## The decision: which atoms count?

Suppose a CoAl surface has to give electrons to a molecule or a probe tip. One must decide which atoms to examine first: the Al atoms on top, or the Co atoms just beneath them. The electrons that are easiest to take lie just below the Fermi level, the energy up to which states are filled. The question is then how these states are divided among the atomic planes.

Ansatz 0.2.0, plane-wave PAW density functional theory with PBE, collinear spin, for a seven-plane CoAl(100) slab with the three lowest planes held at bulk positions; cutoff 420 eV, 18 × 18 × 1 k mesh, Gaussian smearing 0.1 eV. Shares cover states from 0.25 eV below the Fermi level up to it, each counted as full; heights are relative to the top atom.

| row | plane share | plane formula | plane height (Å) |
| --- | --- | --- | --- |
| 1 | 0.149 | Al | -8.586 |
| 2 | 0.244 | Co | -7.176 |
| 3 | 0.031 | Al | -5.767 |
| 4 | 0.188 | Co | -4.297 |
| 5 | 0.029 | Al | -2.856 |
| 6 | 0.251 | Co | -1.342 |
| 7 | 0.108 | Al | 0.000 |

The plane share is the part of all states in the energy window that belongs to one plane, and the plane height is measured from the top atom. The values come from density functional theory for one thin slab with Al on both faces.

## Two limits to compare with

If all seven planes were alike, each would hold one seventh, or about 0.14. If only Co counted, each of the three Co planes would hold one third and Al nothing. The computed Co shares, 0.19 to 0.25, lie between these limits. Together the Co planes hold about two thirds of the window.

Aluminium doesn't behave as one class. The two inner Al planes hold about 0.03 each, close to the Co-only limit. The two outer ones hold 0.108 and 0.149, much nearer to an equal share; the larger value even lies just above it. A useful rule therefore has to know both the element and whether an Al plane lies at a face.

## Why inner aluminium fades

Cobalt brings d orbitals, which are compact and crowd many states into a few electronvolts. Aluminium brings s and p electrons, which are spread thinly over a wide range of energy. Because the d states of Co are only partly filled, some of them lie at the Fermi level, and this alone favours Co there.

Bonding should add a second effect, which is expected here rather than computed. When an Al orbital mixes with Co d orbitals, the pair splits into a bonding state at lower energy and an antibonding state at higher energy. The Al character moves out with them, and what is left in the region between is mainly of d character. The argument assumes that the window just below the Fermi level lies in that region. An inner Al atom has eight Co neighbours to mix with, while an outer one has only four.

A limiting case gives the scale. With no Co at all, Al would be nearly a free-electron metal. The number of electrons $N$ then grows as $E^{3/2}$, so the density of states at the Fermi energy $E_F$ is

$$g=\frac{3N}{2E_F}\approx\frac{3\times 3}{2\times 12\ \text{eV}}\approx 0.4\ \text{states per eV and atom},$$

with three electrons per atom and a rough, recalled Fermi energy of 12 eV.

Inner Al reaches only about a third of this estimate, as the mixing argument leads one to expect. Outer Al lies on average about a third above it, although it still has four Co neighbours. Lost neighbours may therefore be only part of the story. Surface states, or electron density that spills into the vacuum and is credited to the outermost plane, could add to the outer share; neither has been tested here.

## The rule of thumb

Give every plane a weight $w$: 8 for Co, 4 for outer Al, 1 for inner Al. The estimated share $s$ of plane $i$ is its weight divided by the sum over all planes:

$$s_i=\frac{w_i}{\sum_j w_j},\qquad \sum_j w_j=3\times 8+2\times 4+2\times 1=34.$$

Only the ratios matter, so the rule has two free parameters. All Co planes get the same weight because every Co atom here has eight Al neighbours. The weights are whole numbers chosen to match this slab; the bonding argument fits their order but can't give their size.

## Two planes worked by hand

**The top Al plane (row 7).** Its weight is 4, so the estimate is $4/34\approx 0.12$. The computed share is 0.108, and the rule is about 9% too high relative to that value.

**The middle Co plane (row 4).** Its weight is 8, so the estimate is $8/34\approx 0.24$. The computed share is 0.188, and the rule is 25% too high, its largest miss in the table. Both planes were among those used to choose the weights, so neither is an independent test.

The second miss is instructive. The number of nearest neighbours is the same for the middle Co plane as for the other two, yet it holds less. It also carries a much smaller magnetic moment in the same calculation, about 0.1 Bohr magnetons against nearly 0.5 for the others. A moment shifts the d states of the two spin directions against each other and can change how many fall into a narrow window. That link is a guess. It could also run the other way, since many states at the Fermi level favour a moment. The moments themselves are uncertain too, because this type of functional can overstate weak magnetism.

## How far to trust it

Over the seven planes the typical miss is about 0.02 in share. That is a tenth of a typical Co share, but the misses are uneven. The inner Al planes, whose weight was chosen for them alone, agree to about 5%, while the bottom Al plane is off by 21% and the middle Co plane by 25%. A least-squares fit with one value for each of the three classes, made on all seven rows, gives a harder test when each plane in turn is predicted from the others. The typical error is then 0.035, against 0.059 when only the element is distinguished; the printed output below gives the details. Even this test is mild, because every plane but the middle one has a near mirror image in the same slab.

The two faces are also not twins. The lower one is held at bulk positions, while the upper one has relaxed, and a single weight for outer Al must serve both. It comes out too low for the bottom plane and too high for the top one. The slab is also thin, and neither its thickness nor the k mesh was varied, so small differences between planes of one class shouldn't be interpreted.

The weights belong to this window, the last quarter of an electronvolt below the Fermi level. The slab as a whole has about 4 states per eV there, but about 12 between 1 and 2 eV below the Fermi level. With such a change in the total, there is no reason for the division among planes to stay the same. A different window needs its own weights.

## Back to the decision

The answer depends on where the electrons are collected. Within the slab, the first Co plane below the top holds more than twice the share of the top Al plane. Yet at 3 Å above the surface, the same calculation finds the highest density of these states directly over the top Al atoms, about 1.3 times that over the Co atoms. At 5 Å the difference has shrunk to about 3%. A likely reason for the order is that electron density falls off roughly exponentially into the vacuum, and the Co plane starts 1.3 Å further down with compact d orbitals. The calculation carries a warning that its exchange-correlation potential is rough where the density is thin, so this picture of the vacuum side is qualitative.

In practice, first ask which element has d states near the Fermi level, then which Al atoms have lost Co neighbours. In this slab, the two questions rank the planes by the states they hold; other compounds and surfaces that end in Co weren't tested. For a probe that stays outside this surface, start with the topmost atoms, even though the plane beneath them holds more.

The analysis program printed:

```
Rule of thumb against the calculation:
  row  weight  rule share  computed share  rule less computed  miss in percent  states per eV  site moment muB
    1       4      0.1176           0.149            -0.03135           -21.04         0.5794            0.027
    2       8      0.2353           0.244           -0.008706           -3.568         0.9489            0.494
    3       1     0.02941           0.031           -0.001588           -5.123         0.1206           -0.012
    4       8      0.2353           0.188             0.04729            25.16         0.7311            0.133
    5       1     0.02941           0.029           0.0004118             1.42         0.1128           -0.011
    6       8      0.2353           0.251            -0.01571           -6.257         0.9761            0.464
    7       4      0.1176           0.108            0.009647            8.932           0.42            0.011
Sum of the weights: 34
Rms miss of the whole-number rule (share): 0.0228
Largest miss of the rule (share): 0.04729
Largest relative miss of the rule (percent): 25.16
Computed share of the three Co planes together: 0.683
Mean share of a Co plane: 0.2277
Mean share of an outer Al plane: 0.1285
Mean share of an inner Al plane: 0.03
fit of plane_share on 7 rows: coefficient of co 0.2277 +/- 0.016, coefficient of outer 0.1285 +/- 0.02, coefficient of inner 0.03 +/- 0.02; rms 0.0215, worst 4 0.0397, leave-one-out rms 0.0353
fit of plane_share on 7 rows: coefficient of co 0.2277 +/- 0.029, coefficient of al 0.07925 +/- 0.025; rms 0.043, worst 1 -0.0697, leave-one-out rms 0.0587
Free-electron estimate for one Al atom (states per eV): 0.375
Mean density of outer Al over free-electron estimate: 1.333
Mean density of inner Al over free-electron estimate: 0.3111
Total density in this window (states per eV and cell): 3.889
Total density from -2 to -1 eV (states per eV and cell): 12.32
Total density from -0.5 to -0.25 eV (states per eV and cell): 2.605
```
